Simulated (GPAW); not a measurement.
YN:

```
Y N
1.0
     0.00000    2.43850    2.43850
     2.43850    0.00000    2.43850
     2.43850    2.43850    0.00000
Y N
1 1
Direct
  0.00000 0.00000 0.00000
  0.50000 0.50000 0.50000
```

Base run:

| Quantity | Value |
| --- | --- |
| Program | GPAW 26.7.0 |
| Functional | PBE |
| Potentials or basis | GPAW PAW data sets (gpaw-data 1.2.1) |
| Cutoff | 800 eV |
| Basis | pw |
| k mesh | 9 × 9 × 9 |
| Occupations | fermi-dirac, width 0.05 eV |
| Spin | no spin polarisation |

Its results: band gap on the k mesh 0.26 eV, indirect (least direct gap 0.66 eV); pressure 1.7 GPa.

Question: After a change of settings the same cell gave: band gap on the k mesh 0.64 eV, indirect (least direct gap 1.05 eV); pressure 1.2 GPa. Which change was it?
A. functional from PBE to LDA; potentials or basis from GPAW PAW data sets (gpaw-data 1.2.1) to the program's PAW data sets (release 1.2.1) made for this functional
B. functional from PBE to r2SCAN
C. functional from PBE to PBEsol; potentials or basis from GPAW PAW data sets (gpaw-data 1.2.1) to PAW data sets generated in the run's folder for this functional

Answer: B.

r2SCAN gives the wider gap, since meta-GGAs in the generalised Kohn-Sham scheme recover part of the derivative discontinuity.

Caveats: the PAW data sets were made with another functional, which shifts forces and pressure a little (some runs).
